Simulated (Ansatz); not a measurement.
# ZnS: the cost of one run

Program: Ansatz 0.2.0. Level of theory: DFT PBEsol, scalar-relativistic, plane waves, PAW. These are calculated values, not measurements.

The COD entry's cell or inner coordinates are ideal or old and differ from later refinements, so a difference from it is no clean test against experiment.

## (1) Starting point

Symmetry: F-43m, No. 216, cubic system. The conventional cell has a = 5.404 Å, b = 5.404 Å, c = 5.404 Å, α = 90.00°, β = 90.00°, γ = 90.00°. Zn (site symmetry -43m) has 4 S at 2.34 Å as nearest neighbours. Around S (site symmetry -43m) lie 4 Zn at 2.34 Å.

As a file:

```
CELL_PARAMETERS angstrom
0.00000 2.70200 2.70200
2.70200 0.00000 2.70200
2.70200 2.70200 0.00000
ATOMIC_POSITIONS crystal
Zn 0.25000 0.25000 0.25000
S 0.00000 0.00000 0.00000
```

The structure comes from the Crystallography Open Database.

(A quick probe on a coarse mesh, which set the mesh and smearing, is not shown.)

## (3) Relaxing cell and atoms

File input.yaml:

```yaml
crystal:
  lattice:
    - [0.0, 2.702, 2.702]
    - [2.702, 0.0, 2.702]
    - [2.702, 2.702, 0.0]
  atoms:
    - { symbol: Zn, position: [0.25, 0.25, 0.25] }
    - { symbol: S, position: [0.0, 0.0, 0.0] }
basis:
  ecutwfc: 420
kpoints:
  mp_grid: { grid: [10, 10, 10] }
hamiltonian:
  xc: pbesol
scf:
  occupations: { method: gaussian, width: 0.02 }
output:
  forces: true
  stress: true
  eigenvalues: true
relax:
  adjacent_minimum: "off"
  f_tol: 0.005
  max_steps: 80
  cell: { stress_tol: 0.05 }
```

On the command line:

```
$ ansatz run input.yaml --threads 2 --pin off --max-ram 5120MiB --backend cpu --events-out ev --progress --plain --runs-dir out
```

What time and memory should one allow on 2 threads of Intel Xeon Gold 6455B (Sapphire Rapids), shared host?

About 6.4 s, with a peak of 0.4 GiB.
